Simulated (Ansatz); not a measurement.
**Gd (Fm-3m): couplings from the magnetic force theorem**

```
CELL_PARAMETERS angstrom
0.00000 2.58582 2.58582
-5.17164 0.00000 0.00000
0.00000 -5.17164 5.17164
ATOMIC_POSITIONS crystal
Gd 0.00000 0.00000 0.00000
Gd 0.00000 0.00000 0.50000
Gd 0.50000 0.50000 0.25000
Gd 0.50000 0.50000 0.75000
```

The geometry is a structure from the Materials Project, repeated to hold the magnetic orders, held fixed and not relaxed.

Settings: PBE, 8×6×4 k mesh, Fermi–Dirac smearing of 0.05 eV. PAW means Ansatz 0.2.0 on its default frozen-core files. Site moments are integrated in spheres about the atoms. Start moments (μB): Gd1 7.2, Gd2 7.2, Gd3 -7.2, Gd4 -7.2.

Site moments (μB): Gd1 7.19, Gd2 7.19, Gd3 -7.19, Gd4 -7.19. Cell moment 0.00 μB.

Couplings come from the force theorem (directions of the magnetic atoms constrained, all else relaxed) on a 8×6×4 mesh, with E = −Σ J e_i·e_j over ordered pairs of unit vectors, so positive J favours parallel moments.

```tsv
pair	count	J PAW (meV)
Gd1–Gd at 3.66 Å, set 1	4	-2.61
Gd1–Gd at 3.66 Å, set 2	8	-1.65
Gd1–Gd at 5.17 Å, set 1	2	-0.28
Gd1–Gd at 5.17 Å, set 2	4	-0.89
Gd1–Gd at 6.33 Å, set 1	8	-0.50
Gd1–Gd at 6.33 Å, set 2	16	-0.37
Gd1–Gd at 7.31 Å, set 1	4	-0.10
Gd1–Gd at 7.31 Å, set 2	8	-0.12
```

Pairs at one distance with different couplings are listed as sets.

The program reports that this state isn't the lowest of its own couplings. The gain of the softest rotation is smaller than what its band sum leaves out of a whole turn, though, so more bands could change its sign.

The couplings come from one mesh, and their convergence in k wasn't tested.

Without U a semilocal functional puts the f levels too near the Fermi level, which can change moments and the order of magnetic states; site and cell moments are spin moments. The Ansatz runs typed with the search for lower states off end where their start leads. Spin–orbit coupling is left out although heavy atoms are present. With open f shells a run can end in a state that isn't the lowest. These are results for the start and cell typed. The real compound can order otherwise, in a larger cell, or not at all, since semilocal functionals at zero temperature often overstate magnetism.
